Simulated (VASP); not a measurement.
Write the native input for VASP 6.6.1 that does the following.

```
Task                   : relaxation of the atoms
Functional             : PBE
Potentials or basis    : VASP PAW PBE potentials, release 64 (B_s, N_s)
Cutoff                 : 300 eV
k mesh                 : 7 × 7 × 7
Occupations            : gaussian, width 0.03 eV
Spin                   : no spin polarisation
Further INCAR settings : ALGO = Normal; EDIFF = 1e-07; IBRION = 2; EDIFFG = -0.01; NSW = 40
```

The structure of BN (Qingsongite) lies in POSCAR:

```
BN                                      
1.0
    0.0000000000      1.8120978096      1.8120978096
    1.8120978096      0.0000000000      1.8120978096
    1.8120978096      1.8120978096      0.0000000000
  B               N             
     1     1
Direct
     0.0000000000000000    0.0000000000000000    0.0000000000000000
     0.2500000000000000    0.2500000000000000    0.2500000000000000
```

These files were run (other wordings do the same):

INCAR

```
PREC = Accurate
ENCUT = 300
EDIFF = 1E-7
ISMEAR = 0
SIGMA = 0.03
LREAL = False
LASPH = True
NELM = 80
ALGO = Normal
ISIF = 2
LWAVE = False
LCHARG = False
GGA = PE
IBRION = 2
NSW = 40
EDIFFG = -0.01
```

KPOINTS

```
Automatic mesh
0
Gamma
  7 7 7
```

Potentials or basis: VASP PAW PBE potentials, release 64 (B_s, N_s).

Command:

```console
$ cat potpaw_PBE.64/B_s/POTCAR potpaw_PBE.64/N_s/POTCAR > POTCAR
$ mpirun -np 1 vasp_std > vasp.out
```

It gave:

```json
{
 "Band gap on the k mesh": "4.72 eV, indirect (least direct gap 8.80 eV)"
}
```

Caveat: the k mesh is coarse (spacing up to 0.43 Å⁻¹), so the values aren't converged; the relaxation stopped at its first step, so nothing moved; an odd mesh through Γ misses points on the zone boundary, where band edges often lie.

Run time: 2.1 s on 1 thread of AMD EPYC 7R13 Processor (Zen 3) (shared host), peak memory 0.07 GiB.
